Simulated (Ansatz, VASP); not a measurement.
## One calculation of PbS, two programs

Contents of INCAR:

```
PREC = Accurate
ENCUT = 520
EDIFF = 1E-7
ISMEAR = 0
SIGMA = 0.05
LREAL = F
LASPH = T
NELM = 80
ALGO = Normal
ISIF = 2
LWAVE = F
LCHARG = F
GGA = PS
NBANDS = 17
```

KPOINTS

```
regular mesh
0
Gamma
  10 10 10
```

File POSCAR:

```
PbS
1.0
    0.0000000000      3.0035450000      3.0035450000
    3.0035450000      0.0000000000      3.0035450000
    3.0035450000      3.0035450000      0.0000000000
Pb S
1 1
Direct
    0.0000000000      0.0000000000      0.0000000000
    0.5000000000      0.5000000000      0.5000000000
```

Input for Ansatz:

```yaml
crystal:
  lattice:
    - [0.0, 3.003545, 3.003545]
    - [3.003545, 0.0, 3.003545]
    - [3.003545, 3.003545, 0.0]
  atoms:
    - { symbol: Pb, position: [0.0, 0.0, 0.0] }
    - { symbol: S, position: [0.5, 0.5, 0.5] }
basis:
  ecutwfc: 420
kpoints:
  mp_grid: { grid: [10, 10, 10] }
hamiltonian:
  xc: pbesol
scf:
  occupations: { method: gaussian, width: 0.05 }
output:
  forces: true
  stress: true
  eigenvalues: true
  populations: true
```

Alike in both runs: task single point; functional PBEsol; k mesh 10 × 10 × 10; occupations gaussian, width 0.05 eV; no spin polarisation.

```csv
,VASP,Ansatz
version,VASP 6.6.1,Ansatz 0.2.0
potentials or method,"VASP PAW PBE potentials, release 64 (Pb_d, S)","scalar-relativistic, plane waves, PAW"
plane-wave cutoff (eV),520,420
valence electrons in the cell,20,20
```

|  | VASP | Ansatz | Ansatz less VASP |
| --- | --- | --- | --- |
| gap on the k mesh at the Fermi level (eV) | 0.39 | 0.38 | -0.006 |
| least direct gap on the mesh (eV) | 0.39 | 0.38 | -0.006 |
| pressure (GPa) | -2.9 | -2.8 | +0.04 |

The functional is the same, so the differences come from potentials, cutoffs and numerics.

Caveats: the PAW data sets were made with another functional, which shifts forces and pressure a little (VASP); spin-orbit coupling is left out, which as a rule narrows the gap of such compounds by several tenths of an eV.
